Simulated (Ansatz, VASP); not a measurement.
Two plane-wave programs on Rb

INCAR

```
SYSTEM = Rb
  PREC = Accurate
  ENCUT = 520
  EDIFF = 1E-6
  ISMEAR = 0
  SIGMA = 0.15
  LREAL = .FALSE.
  LASPH = .TRUE.
  NELM = 80
  ALGO = Fast
  ISIF = 2
  LWAVE = .FALSE.
  LCHARG = .FALSE.
  GGA = PS
  NBANDS = 10
```

The input KPOINTS:

```
regular mesh
0
G
  12 12 12
  0 0 0
```

The input POSCAR:

```
Rb
1.0
   -2.8200300000      2.8060000000      2.8060000000
    2.8200300000     -2.8060000000      2.8060000000
    2.8200300000      2.8060000000     -2.8060000000
Rb
1
Direct
    0.0000000000      0.0000000000      0.0000000000
```

Input for Ansatz:

```yaml
crystal:
  lattice:
    - [-2.82003, 2.806, 2.806]
    - [2.82003, -2.806, 2.806]
    - [2.82003, 2.806, -2.806]
  atoms:
    - { symbol: Rb, position: [0.0, 0.0, 0.0] }
basis:
  ecutwfc: 420
kpoints:
  mp_grid: { grid: [12, 12, 12] }
hamiltonian:
  xc: pbesol
scf:
  occupations: { method: gaussian, width: 0.15 }
output:
  forces: true
  stress: true
  eigenvalues: true
```

Change from the starting cell: strain +0.0050 x Voigt [1, 0, 0, 0, 0, 0], atoms carried along.

Alike in both runs: task single point; functional PBEsol; k mesh 12 × 12 × 12; occupations gaussian, width 0.15 eV; no spin polarisation.

|  | VASP | Ansatz |
| --- | --- | --- |
| version | VASP 6.6.1 | Ansatz 0.2.0 |
| potentials or method | VASP PAW PBE potentials, release 64 (Rb_sv) | scalar-relativistic, plane waves, PAW |
| plane-wave cutoff (eV) | 520 | 420 |
| valence electrons in the cell | 9 | 9 |

```tsv
	VASP	Ansatz	Ansatz less VASP
gap on the k mesh at the Fermi level (eV)	none	none	-
pressure (GPa)	-0.1	-0.1	0.00
```

A gap of «none» marks a metal or a gap that the smearing closes.

Caveats: the PAW data sets were made with another functional, which shifts forces and pressure a little (VASP).
